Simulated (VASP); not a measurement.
# As (R-3m) in VASP: settings compared

One crystal, As, is run at these levels: optB86b-vdW, r2SCAN, PBE; tasks: relaxation of cell and atoms.

Program: VASP 6.6.1. These are calculated values, not measurements. Logs are shortened: lines on timing, memory, paths and dates and some standing lists are left out, and cuts for length are marked.

## (1) Starting point

Symmetry: R-3m, No. 166, trigonal system. The conventional cell has a = 3.762 Å, b = 3.762 Å, c = 10.542 Å, α = 90.00°, β = 90.00°, γ = 120.00°. As (site symmetry 3m) has 3 As at 2.51 Å as nearest neighbours.

## (2) Relaxation of cell and atoms, optB86b-vdW

Contents of INCAR:

```
PREC = Accurate ; ENCUT = 600
EDIFF = 1E-6 ; ISMEAR = 1
SIGMA = 0.1 ; LREAL = False
LASPH = True ; NELM = 80
ALGO = Normal ; ISIF = 3
LWAVE = False ; LCHARG = False
GGA = MK ; LUSE_VDW = True
AGGAC = 0.0 ; PARAM1 = 0.1234
PARAM2 = 1.0 ; IBRION = 2
NSW = 90 ; EDIFFG = -0.01
```

Contents of KPOINTS:

```
regular mesh
0
Gamma
  12 12 12
```

Contents of POSCAR:

```
As
1.0
    1.8807968987      1.0858785957      3.5140619945
   -1.8807968987      1.0858785957      3.5140619945
    0.0000000000     -2.1717571915      3.5140619945
As
2
Direct
    0.7740000000      0.7740000000      0.7740000000
    0.2260000000      0.2260000000      0.2260000000
```

Potentials or basis: VASP PAW PBE potentials, release 64 (As).

Run with:

```bash
$ cat potpaw_PBE.64/As/POTCAR > POTCAR
$ mpirun -np 1 vasp_std > vasp.out
```

OUTCAR:

```text
PREC = Accurate
   ENCUT = 600
   EDIFF = 1E-6
   ISMEAR = 1
   LREAL = False
   LASPH = True
   NELM = 80
   ISIF = 3
   GGA = MK
   IBRION = 2
   NSW = 90
   EDIFFG = -0.01

 ion  position               nearest neighbor table
   1  0.774  0.774  0.774-   2 2.51   2 2.51   2 2.51
   2  0.226  0.226  0.226-   1 2.51   1 2.51   1 2.51

  LATTYP: Found a trigonal (rhomboedric) cell.
 ALAT       =     4.1310000000
 COS(alpha) =     0.5854247172

  Lattice vectors:

 A1 = (   1.8807968987,   1.0858785957,   3.5140619945)
 A2 = (  -1.8807968987,   1.0858785957,   3.5140619945)
 A3 = (   0.0000000000,  -2.1717571915,   3.5140619945)

Analysis of symmetry for initial positions (statically):
=====================================================================
 Subroutine PRICEL returns:
 Original cell was already a primitive cell.

 Routine SETGRP: Setting up the symmetry group for a
 trigonal (rhombohedral) supercell.

 Subroutine GETGRP returns: Found 12 space group operations
 (whereof 12 operations were pure point group operations)
 out of a pool of 12 trial point group operations.

The static configuration has the point symmetry D_3d.

Analysis of symmetry for dynamics (positions and initial velocities):
=====================================================================
 Subroutine PRICEL returns:
 Original cell was already a primitive cell.

 Routine SETGRP: Setting up the symmetry group for a
 trigonal (rhombohedral) supercell.

 Subroutine GETGRP returns: Found 12 space group operations
 (whereof 12 operations were pure point group operations)
 out of a pool of 12 trial point group operations.

The dynamic configuration has the point symmetry D_3d.

 Subroutine INISYM returns: Found 12 space group operations
 (whereof 12 operations are pure point group operations),
 and found     1 'primitive' translations

----------------------------------------------------------------------------------------

                                     Primitive cell

  volume of cell :      43.0610

  direct lattice vectors                    reciprocal lattice vectors
     1.880796899  1.085878596  3.514061995     0.265844760  0.153485544  0.094856987
    -1.880796899  1.085878596  3.514061995    -0.265844760  0.153485544  0.094856987
     0.000000000 -2.171757191  3.514061995     0.000000000 -0.306971087  0.094856987

  length of vectors
     4.131000000  4.131000000  4.131000000     0.321292852  0.321292852  0.321292852

  position of ions in fractional coordinates (direct lattice)
     0.774000000  0.774000000  0.774000000
     0.226000000  0.226000000  0.226000000

  ion indices of the primitive-cell ions
   primitive index   ion index
                 1           1
                 2           2

----------------------------------------------------------------------------------------

 KPOINTS: regular mesh

Automatic generation of k-mesh.
 Grid dimensions read from file:
 generate k-points for:   12   12   12

 Generating k-lattice:

  Cartesian coordinates                     Fractional coordinates (reciprocal lattice)
     0.022153730  0.012790462  0.007904749     0.083333333  0.000000000  0.000000000
    -0.022153730  0.012790462  0.007904749     0.000000000  0.083333333  0.000000000
     0.000000000 -0.025580924  0.007904749     0.000000000  0.000000000  0.083333333

  Length of vectors
     0.026774404  0.026774404  0.026774404

  Shift w.r.t. Gamma in fractional coordinates (k-lattice)
     0.000000000  0.000000000  0.000000000

 Subroutine IBZKPT returns following result:
 ===========================================

 Found    189 irreducible k-points:

 Following reciprocal coordinates:
            Coordinates               Weight
  0.000000  0.000000  0.000000      1.000000
  0.083333  0.000000  0.000000      6.000000
  0.166667 -0.000000 -0.000000      6.000000
  0.250000  0.000000  0.000000      6.000000
  0.333333 -0.000000 -0.000000      6.000000
  0.416667 -0.000000 -0.000000      6.000000
[... 16 lines left out ...]
  0.500000  0.166667  0.000000     12.000000
 -0.416667  0.166667  0.000000     12.000000
 [... further k-points ...]
   k-points           NKPTS =    189   k-points in BZ     NKDIM =    189   number of bands    NBANDS=      9
   number of dos      NEDOS =    301   number of ions     NIONS =      2
   total plane-waves  NPLWV =  46656
   dimension x,y,z NGX =    36 NGY =   36 NGZ =   36
   dimension x,y,z NGXF=    72 NGYF=   72 NGZF=   72
   ions per type =               2
   NGX,Y,Z   is equivalent  to a cutoff of  14.49, 14.49, 14.49 a.u.
   NGXF,Y,Z  is equivalent  to a cutoff of  28.98, 28.98, 28.98 a.u.
 SYSTEM =  unknown system
   PREC   = accura    normal or accurate (medium, high low for compatibility)
   ISTART =      0    job   : 0-new  1-cont  2-samecut
   ICHARG =      2    charge: 1-file 2-atom 10-const
   ISPIN  =      1    spin polarized calculation?
   LNONCOLLINEAR =      F non collinear calculations
   LSORBIT =      F    spin-orbit coupling
   LASPH  =      T    aspherical Exc in radial PAW
   ENCUT  =  600.0 eV  44.10 Ry    6.64 a.u.   8.25  8.25  8.25*2*pi/ulx,y,z
   NELM   =     80;   NELMIN=  2; NELMDL= -5     # of ELM steps
   EDIFF  = 0.1E-05   stopping-criterion for ELM
   LREAL  =      F    real-space projection
   EDIFFG = -.1E-01   stopping-criterion for IOM
   NSW    =     90    number of steps for IOM
   IBRION =      2    ionic relax: 0-MD 1-quasi-New 2-CG
   NFREE  =      1    steps in history (QN), initial steepest desc. (CG)
   ISIF   =      3    stress and relaxation
   ISYM   =      2    0-nonsym 1-usesym 2-fastsym
   POTIM  = 0.5000    time-step for ionic-motion
   TEBEG  =    0.0;   TEEND  =   0.0 temperature during run
   PSTRESS=    0.0 pullay stress
   NELECT =      10.0000    total number of electrons
   NUPDOWN=      -1.0000    fix difference up-down
   EMIN   =  10.00;   EMAX   =-10.00  energy-range for DOS
   EFERMI =   0.00;   METHOD = LEGACY
   ISMEAR =     1;   SIGMA  =   0.10  broadening in eV -4-tet -1-fermi 0-gaus
   EFERMI_NEDOS =   21; number of points for ismear=-14 and -15
   IALGO  =     38    algorithm
   IMIX   =      4    mixing-type and parameters
     AMIX     =   0.40;   BMIX     =  1.00
     AMIX_MAG =   1.60;   BMIX_MAG =  1.00
  volume/ion in A,a.u.               =      21.53       145.29
  Fermi-wavevector in a.u.,A,eV,Ry     =   1.006268  1.901570 13.776916  1.012575
  Thomas-Fermi vector in A             =   2.138999
   LORBIT       =      0    0 simple, 1 ext, 2 COOP (PROOUT), +10 PAW based schemes
   GGA     = MK    functional components
   LHFCALC =     F    Hartree Fock is set to
   AEXX    =    0.0000 exact exchange contribution
   IVDW_NL    =     1    kernel type
   BPARAM     = 6.3000
   IVDW    =     0    specifies the selected vdW correction
   LEPSILON=     F    determine dielectric tensor
   LRPA    =     F    only Hartree local field effects (RPA)
 conjugate gradient relaxation of ions
 non-spin polarized calculation
 Methfessel and Paxton  Order N= 1 SIGMA  =   0.10
  energy-cutoff  :      600.00
  volume of cell :       43.06
 maximum number of plane-waves:      1458
 NGX is ok and might be reduce to    36
   NGX = 17   NGY = 17   NGZ = 17

--------------------------------------- Ionic step        1  -------------------------------------------

 number of electron      10.0000000 magnetization

 Free energy of the ion-electron system (eV)
  ---------------------------------------------------
  ext. energy  EPLUGINS =         0.00000000
  ---------------------------------------------------
  free energy    TOTEN  =        -6.43960544 eV

  energy without entropy =       -6.43954758  energy(sigma->0) =       -6.43958616

------------------------ aborting loop because EDIFF is reached ----------------------------------------

  FORCE on cell =-STRESS in cart. coord.  units (eV):
  Direction    XX          YY          ZZ          XY          YZ          ZX
  --------------------------------------------------------------------------------------
  -------------------------------------------------------------------------------------
  Total        0.9794459      0.9794459      0.7168719      0.0000000     -0.0000000      0.0000000
  in kB       36.4424179     36.4424179     26.6727818      0.0000000     -0.0000000      0.0000000
  external PRESSURE =      33.1858725 kB  Pullay stress =       0.0000000 kB
[... 97 lines left out ...]
  energy  without entropy=       -6.4639851830  energy(sigma->0) =       -6.46399780

Total vdW correction in eV:      1.5893305

 E-fermi :   5.0277     XC(G=0):  -9.8480

 val. band max:        4.9802705358   @ k =   0.3333   0.1667   0.1667
 cond. band min:       5.0296801032   @ k =   0.4167   0.3333   0.3333
 fundamental gap:      0.0494095674
 Fermi energy:         5.0276512341

 k-point     1 :       0.0000    0.0000    0.0000
  band No.  band energies     occupation
      1      -9.6703      2.00000
      2      -0.9640      2.00000
      3       2.6163      2.00000
      4       3.1481      2.00000
      5       3.1481      2.00000
      6       6.8330     -0.00000
      7       7.9311      0.00000
      8       7.9311      0.00000
      9      11.8898      0.00000
[... 265 lines left out ...]
 k-point    24 :      -0.4167    0.1667    0.0000
  band No.  band energies     occupation
      1      -6.8155      2.00000
      2      -5.8033      2.00000
      3       0.6781      2.00000
      4       2.1463      2.00000
      5       3.1932      2.00000
      6       6.1289     -0.00000
      7       6.4679     -0.00000
      8       8.4354      0.00000
      9      12.9017      0.00000

 [... further k-points ...]

[... ionic steps 4 to 7 ...]

--------------------------------------- Ionic step        8  -------------------------------------------

 number of electron      10.0000000 magnetization

------------------------ aborting loop because EDIFF is reached ----------------------------------------
[... 71 lines left out ...]
--------------------------------------- Ionic step       10  -------------------------------------------

 number of electron      10.0000000 magnetization

 Free energy of the ion-electron system (eV)
  ---------------------------------------------------
  ext. energy  EPLUGINS =         0.00000000
  ---------------------------------------------------
  free energy    TOTEN  =        -6.46629090 eV

  energy without entropy =       -6.46610896  energy(sigma->0) =       -6.46623026

 E-fermi :   5.1184     XC(G=0):  -9.9135

 val. band max:        5.1109224728   @ k =   0.4167   0.2500   0.2500
 cond. band min:       5.1283525073   @ k =   0.3333   0.1667   0.1667
 fundamental gap:      0.0174300344
 Fermi energy:         5.1184309730

 k-point     1 :       0.0000    0.0000    0.0000
  band No.  band energies     occupation
      1      -9.5970      2.00000
      2      -0.7431      2.00000
      3       2.8057      2.00000
      4       3.2221      2.00000
      5       3.2221      2.00000
      6       7.0918     -0.00000
      7       8.1253      0.00000
      8       8.1253      0.00000
      9      11.8786      0.00000
[... 265 lines left out ...]
 k-point    24 :      -0.4167    0.1667    0.0000
  band No.  band energies     occupation
      1      -6.7098      2.00000
      2      -5.7343      2.00000
      3       0.7990      2.00000
      4       2.3545      2.00000
      5       3.2885      2.00000
      6       6.3026     -0.00000
      7       6.5802     -0.00000
      8       8.6030      0.00000
      9      13.1173      0.00000

 [... further k-points ...]

------------------------ aborting loop because EDIFF is reached ----------------------------------------

  FORCE on cell =-STRESS in cart. coord.  units (eV):
  Direction    XX          YY          ZZ          XY          YZ          ZX
  --------------------------------------------------------------------------------------
  -------------------------------------------------------------------------------------
  Total        0.0075369      0.0075369      0.0036293      0.0000000     -0.0000000      0.0000000
  in kB        0.2755133      0.2755133      0.1326701      0.0000000     -0.0000000      0.0000000
  external PRESSURE =       0.2278989 kB  Pullay stress =       0.0000000 kB
[... 21 lines left out ...]
  energy  without entropy=       -6.4661089602  energy(sigma->0) =       -6.46623026

Total vdW correction in eV:      1.5636429

 reached required accuracy - stopping structural energy minimisation
```

It took 7 min on 1 thread of Intel Xeon 6975P-C (Granite Rapids), shared host; peak memory 0.53 GiB.

What came out:

- Free energy: -6.4663 eV
- Relaxed volume: 21.91 Å³/atom
- Relaxed cell: a = 4.115 Å, b = 4.115 Å, c = 4.115 Å, α = 55.25°, β = 55.25°, γ = 55.25°
- Space group after relaxing (to 0.05 Å): R-3m (No. 166)
- Energy gained by relaxing: 13.3 meV/atom
- Ionic steps: 10
- Pressure after relaxing: 0.0 GPa
- Band gap on the k mesh: none (metal or under the smearing width)

Step by step:
```csv
step,energy change (eV),largest force (eV/Å),pressure (GPa),volume (Å³)
1,0.0000,0.5760,3.32,43.06
2,-0.0095,0.2798,-2.72,45.90
3,-0.0244,0.0730,-0.26,44.61
4,-0.0244,0.0825,-0.20,44.58
5,-0.0251,0.0528,-0.11,44.41
6,-0.0257,0.0097,0.11,44.04
7,-0.0263,0.0254,-0.05,44.02
8,-0.0265,0.0411,-0.21,43.99
9,-0.0265,0.0322,0.23,43.69
10,-0.0267,0.0018,0.02,43.83
```

Final structure:
```
CELL_PARAMETERS angstrom
1.90800 1.10158 3.47544
-1.90800 1.10158 3.47544
0.00000 -2.20317 3.47544
ATOMIC_POSITIONS crystal
As 0.77109 0.77109 0.77109
As 0.22891 0.22891 0.22891
```

Caveat: the PAW data sets were made with another functional, which shifts forces and pressure a little.

## (3) Relaxation of cell and atoms, optB86b-vdW

This run uses another cell than the first one, of 21.91 Å³/atom, 1.018 times its volume.

Contents of INCAR:

```
PREC = Accurate ; ENCUT = 600
EDIFF = 1E-7 ; ISMEAR = 1
SIGMA = 0.1 ; LREAL = False
LASPH = True ; NELM = 80
ALGO = Normal ; ISIF = 3
LWAVE = False ; LCHARG = False
GGA = MK ; LUSE_VDW = True
AGGAC = 0.0 ; PARAM1 = 0.1234
PARAM2 = 1.0 ; IBRION = 2
NSW = 90 ; EDIFFG = -0.005
```

KPOINTS is that of step 2.

Contents of POSCAR:

```
As                                      
1.0
    1.9080009307      1.1015848509      3.4754444763
   -1.9080009307      1.1015848509      3.4754444763
   -0.0000000000     -2.2031697019      3.4754444763
  As            
     2
Direct
     0.7710899582036184    0.7710899582036184    0.7710899582036171
     0.2289100417963816    0.2289100417963816    0.2289100417963829
```

Potentials or basis: VASP PAW PBE potentials, release 64 (As).

Run with:

```bash
$ cat potpaw_PBE.64/As/POTCAR > POTCAR
$ mpirun -np 1 vasp_std > vasp.out
```

Wall time 74 s (1 thread of Intel Xeon 6975P-C (Granite Rapids), shared host); peak memory 0.51 GiB.

The run converged. Its results:

```yaml
Free_energy: -6.4663 eV
Pressure_after_relaxing: 0.0 GPa
Band_gap_on_the_k_mesh: none (metal or under the smearing width)
```

Final structure:
```xyz
2
Lattice="1.9080 1.1016 3.4754 -1.9080 1.1016 3.4754 0.0000 -2.2032 3.4754" Properties=species:S:1:pos:R:3 pbc="T T T"
As    0.0000    0.0000    8.0396
As    0.0000    0.0000    2.3867
```

Levels at points of the mesh, in eV from the Fermi level:
| k point | band 3 | band 4 | band 5 | band 6 | band 7 | band 8 |
| --- | --- | --- | --- | --- | --- | --- |
| (0.00, 0.00, 0.00) | -2.31 | -1.90 | -1.90 | 1.97 | 3.01 | 3.01 |
| (0.50, 0.00, 0.00) | -2.50 | -2.43 | -0.29 | -0.25 | 0.37 | 1.17 |
| (0.50, 0.50, 0.00) | -5.92 | -4.07 | -3.96 | 1.77 | 5.39 | 6.62 |
| (0.50, 0.50, 0.50) | -1.57 | -1.57 | -0.62 | 0.64 | 0.64 | 1.64 |

Caveat: the relaxation stopped at its first step, so nothing moved; the PAW data sets were made with another functional, which shifts forces and pressure a little.

(Continued in part 2 of 2.)
